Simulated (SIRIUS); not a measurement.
# SiO2 (Imma) in SIRIUS: reference runs

Reference runs on SiO2: the cell as given.

All numbers are computed with SIRIUS 7.12.0; they aren't measurements. Logs are shortened: lines on timing, memory, paths and dates and some standing lists are left out, and cuts for length are marked. The log counts tension as positive stress, the text compression.

### Step 1. The crystal as given

Symmetry: Imma, No. 74, orthorhombic system. The conventional cell has a = 5.247 Å, b = 9.554 Å, c = 8.883 Å, α = 90.00°, β = 90.00°, γ = 90.00°. Si (site symmetry m) has 4 O at 1.60 to 1.61 Å as nearest neighbours. Around O (site symmetry 2/m) lie 2 Si at 1.60 Å. Around O (site symmetry 2) lie 2 Si at 1.61 Å. Around O (site symmetry mm2) lie 2 Si at 1.61 Å.

The cell comes from a database or a generator and needn't be the stable form of this composition.

### Step 2. Single point, PBE

File sirius.json:

```json
{
  "control": {
    "processing_unit": "cpu",
    "verbosity": 2,
    "num_bands_to_print": 44,
    "print_forces": true,
    "print_stress": true
  },
  "parameters": {
    "electronic_structure_method": "pseudopotential",
    "xc_functionals": ["XC_GGA_X_PBE", "XC_GGA_C_PBE"],
    "gk_cutoff": 9.2,
    "pw_cutoff": 18.4,
    "ngridk": [6, 6, 6],
    "shiftk": [0, 0, 0],
    "smearing": "fermi_dirac",
    "smearing_width": 0.0018374661,
    "num_bands": 44,
    "num_mag_dims": 0,
    "num_dft_iter": 100,
    "energy_tol": 1e-08,
    "density_tol": 1e-06
  },
  "iterative_solver": {
    "type": "davidson",
    "min_tolerance": 1e-10
  },
  "mixer": {
    "type": "anderson",
    "beta": 0.7,
    "max_history": 8
  },
  "settings": {
    "tol_ne": 1e-10,
    "pseudo_grid_cutoff": 6.5
  },
  "unit_cell": {
    "lattice_vectors": [
      [-4.957387442145, 9.026755889296, 8.393548764922],
      [4.957387442145, -9.026755889296, 8.393548764922],
      [4.957387442145, 9.026755889296, -8.393548764922]
    ],
    "atom_coordinate_units": "lattice",
    "atom_types": ["Si", "O"],
    "atom_files": {
      "Si": "Si.json",
      "O": "O.json"
    },
    "atoms": {
      "Si": [
        [0.26034098, 0.84494489, 0.41539609],
        [0.0704512, 0.15505511, 0.91539609],
        [0.73965902, 0.15505511, 0.58460391],
        [0.9295488, 0.84494489, 0.08460391]
      ],
      "O": [
        [0.5, 0.0, 0.5],
        [0.0, 0.0, 0.0],
        [0.79317541, 0.0, 0.29317541],
        [0.20682459, 0.5, 0.20682459],
        [0.20682459, 0.0, 0.70682459],
        [0.79317541, 0.5, 0.79317541],
        [0.86931113, 0.11931113, 0.75],
        [0.13068887, 0.88068887, 0.25]
      ]
    }
  }
}
```

Potentials or basis: PseudoDojo 0.4.1 PBE standard (scalar relativistic).

On the command line:

```console
upf_to_json Si.upf
upf_to_json O.upf
OMP_NUM_THREADS=4 sirius.scf --input=sirius.json --output=out.json --task=0
```

The program printed:

```text
[info] SIRIUS version : 7.12.0
[info] number of MPI ranks           : 1
[info] MPI grid                      : 1 1
[info] maximum number of OMP threads : 4
[fft] FFT context for density and potential
[fft] =====================================
[fft]   comm size                             : 1
[fft]   plane wave cutoff                     : 18.4
[fft]   grid size                             : 80 80 80   total : 512000
[fft]   grid limits                           : -39 40   -39 40   -39 40
[fft]   number of G-vectors within the cutoff : 78991
[fft]   local number of G-vectors             : 78991
[fft]   number of G-shells                    : 20856
[fft] FFT context for coarse grid
[fft] =====================================
[fft]   comm size                             : 1
[fft]   plane wave cutoff                     : 18.4
[fft]   grid size                             : 80 80 80   total : 512000
[fft]   grid limits                           : -39 40   -39 40   -39 40
[fft]   number of G-vectors within the cutoff : 78991
[fft]   local number of G-vectors             : 78991
[fft]   number of G-shells                    : 20856
[unit cell] lattice vectors
[unit cell]   a1 :      -4.9573874421      9.0267558893      8.3935487649
[unit cell]   a2 :       4.9573874421     -9.0267558893      8.3935487649
[unit cell]   a3 :       4.9573874421      9.0267558893     -8.3935487649
[unit cell] reciprocal lattice vectors
[unit cell]   b1 :       0.0000000000      0.3480311966      0.3742865791
[unit cell]   b2 :       0.6337194117      0.0000000000      0.3742865791
[unit cell]   b3 :       0.6337194117      0.3480311966      0.0000000000
[unit cell] unit cell volume :      1502.41589477 [a.u.^3]
[unit cell] 1/sqrt(omega)    :         0.02579912
[unit cell] MT volume        :         0.00000000 ( 0.00%)
[unit cell] IT volume        :      1502.41589477 (100.00%)
[unit cell] number of atom types : 2
[unit cell] type id : 0 symbol : Si mt_radius :  15.090000 num_atoms : 4
[unit cell] type id : 1 symbol :  O mt_radius :   9.350000 num_atoms : 8
[unit cell] total number of atoms : 12
[unit cell] number of symmetry classes : 4
[unit cell] number of PAW atoms : 0
[unit cell] atom id  type id  class id             position                      vector_field
[unit cell] ------------------------------------------------------------------------------------------
[unit cell]      0        0        0      0.26034   0.84494   0.41540      0.00000   0.00000   0.00000
[unit cell]      1        0        0      0.07045   0.15506   0.91540      0.00000   0.00000   0.00000
[... 479 lines left out ...]
[ground_state] atom:    7, force:      -0.0000000      0.0051140     -0.0000000
[ground_state] atom:    8, force:      -0.0000000      0.0051140     -0.0000000
[ground_state] atom:    9, force:       0.0000000     -0.0051140     -0.0000000
[ground_state] atom:   10, force:       0.0000000      0.0000000     -0.0042599
[ground_state] atom:   11, force:       0.0000000     -0.0000000      0.0042599
[ground_state] ==== ultrasoft contribution from Qij =====
[ground_state] atom:    0, force:       0.0000000      0.0000000      0.0000000
[ground_state] atom:    1, force:       0.0000000      0.0000000      0.0000000
[ground_state] atom:    2, force:       0.0000000      0.0000000      0.0000000
[ground_state] atom:    3, force:       0.0000000      0.0000000      0.0000000
[ground_state] atom:    4, force:       0.0000000      0.0000000      0.0000000
[ground_state] atom:    5, force:       0.0000000      0.0000000      0.0000000
[ground_state] atom:    6, force:       0.0000000      0.0000000      0.0000000
[ground_state] atom:    7, force:       0.0000000      0.0000000      0.0000000
[ground_state] atom:    8, force:       0.0000000      0.0000000      0.0000000
[ground_state] atom:    9, force:       0.0000000      0.0000000      0.0000000
[ground_state] atom:   10, force:       0.0000000      0.0000000      0.0000000
[ground_state] atom:   11, force:       0.0000000      0.0000000      0.0000000
[ground_state] ==== non-local contribution from Beta-projector =====
[ground_state] atom:    0, force:      -0.0000000      0.0087197      0.0073378
[ground_state] atom:    1, force:       0.0000000      0.0087197     -0.0073378
[ground_state] atom:    2, force:       0.0000000     -0.0087197     -0.0073378
[ground_state] atom:    3, force:       0.0000000     -0.0087197      0.0073378
[ground_state] atom:    4, force:       0.0000000      0.0000000      0.0000000
[ground_state] atom:    5, force:       0.0000000      0.0000000      0.0000000
[ground_state] atom:    6, force:      -0.0000000      0.3622471      0.0000000
[ground_state] atom:    7, force:      -0.0000000     -0.3622471      0.0000000
[ground_state] atom:    8, force:      -0.0000000     -0.3622471      0.0000000
[ground_state] atom:    9, force:       0.0000000      0.3622471      0.0000000
[ground_state] atom:   10, force:       0.0000000      0.0000000      0.2940789
[ground_state] atom:   11, force:       0.0000000     -0.0000000     -0.2940789
[ground_state] ==== contribution from local potential =====
[ground_state] atom:    0, force:       0.0000000     -0.6981567     -0.3393536
[ground_state] atom:    1, force:      -0.0000000     -0.6981567      0.3393536
[ground_state] atom:    2, force:      -0.0000000      0.6981567      0.3393536
[ground_state] atom:    3, force:       0.0000000      0.6981567     -0.3393536
[ground_state] atom:    4, force:       0.0000000      0.0000000      0.0000000
[ground_state] atom:    5, force:       0.0000000      0.0000000      0.0000000
[ground_state] atom:    6, force:       0.0000000      2.9846794      0.0000000
[ground_state] atom:    7, force:      -0.0000000     -2.9846794     -0.0000000
[ground_state] atom:    8, force:       0.0000000     -2.9846794     -0.0000000
[ground_state] atom:    9, force:       0.0000000      2.9846794     -0.0000000
[ground_state] atom:   10, force:       0.0000000      0.0000000      2.6871699
[ground_state] atom:   11, force:       0.0000000      0.0000000     -2.6871699
[ground_state] ==== contribution from core density =====
[ground_state] atom:    0, force:       0.0000000     -0.0005577     -0.0003366
[ground_state] atom:    1, force:      -0.0000000     -0.0005577      0.0003366
[ground_state] atom:    2, force:       0.0000000      0.0005577      0.0003366
[ground_state] atom:    3, force:       0.0000000      0.0005577     -0.0003366
[ground_state] atom:    4, force:       0.0000000      0.0000000      0.0000000
[ground_state] atom:    5, force:       0.0000000      0.0000000      0.0000000
[ground_state] atom:    6, force:      -0.0000000     -0.0089957     -0.0000000
[ground_state] atom:    7, force:      -0.0000000      0.0089957      0.0000000
[ground_state] atom:    8, force:       0.0000000      0.0089957      0.0000000
[ground_state] atom:    9, force:       0.0000000     -0.0089957      0.0000000
[ground_state] atom:   10, force:       0.0000000      0.0000000     -0.0073657
[ground_state] atom:   11, force:       0.0000000      0.0000000      0.0073657
[ground_state] ==== Ewald forces from ions =====
[ground_state] atom:    0, force:      -0.0000000      0.6886723      0.3316318
[ground_state] atom:    1, force:      -0.0000000      0.6886723     -0.3316318
[ground_state] atom:    2, force:       0.0000000     -0.6886723     -0.3316318
[ground_state] atom:    3, force:       0.0000000     -0.6886723      0.3316318
[ground_state] atom:    4, force:       0.0000000      0.0000000      0.0000000
[ground_state] atom:    5, force:       0.0000000      0.0000000      0.0000000
[ground_state] atom:    6, force:      -0.0000000     -3.3430448     -0.0000000
[ground_state] atom:    7, force:       0.0000000      3.3430448     -0.0000000
[ground_state] atom:    8, force:       0.0000000      3.3430448      0.0000000
[ground_state] atom:    9, force:       0.0000000     -3.3430448      0.0000000
[ground_state] atom:   10, force:       0.0000000      0.0000000     -2.9781430
[ground_state] atom:   11, force:       0.0000000      0.0000000      2.9781430
[~DFT_ground_state] local op. applied: 85886
[~DFT_ground_state] evp. work count: 8007.28
[~DFT_ground_state] number of iterative solver steps: 3439
```

Run time: 6.3 min. Hardware: 4 threads of Intel Xeon Platinum 8488C (Sapphire Rapids), shared host; peak memory 4.3 GiB.

What came out:

* Free energy: -4076.5907 eV
* Pressure: 3.1 GPa
* Largest force: 0.263 eV/Å
* Band gap on the k mesh: 5.53 eV

Forces on the atoms (eV/Å):
```
Si   0.000 -0.068 -0.037
Si   0.000 -0.068  0.037
Si   0.000  0.068  0.037
Si   0.000  0.068 -0.037
O    0.000  0.000  0.000
O    0.000  0.000  0.000
O    0.000 -0.263  0.000
O    0.000  0.263  0.000
O    0.000  0.263  0.000
O    0.000 -0.263  0.000
O    0.000  0.000 -0.219
O    0.000  0.000  0.219
```

Stress tensor (GPa, compression positive):
```
3.08 0.00 0.00
0.00 3.00 0.00
0.00 0.00 3.11
```
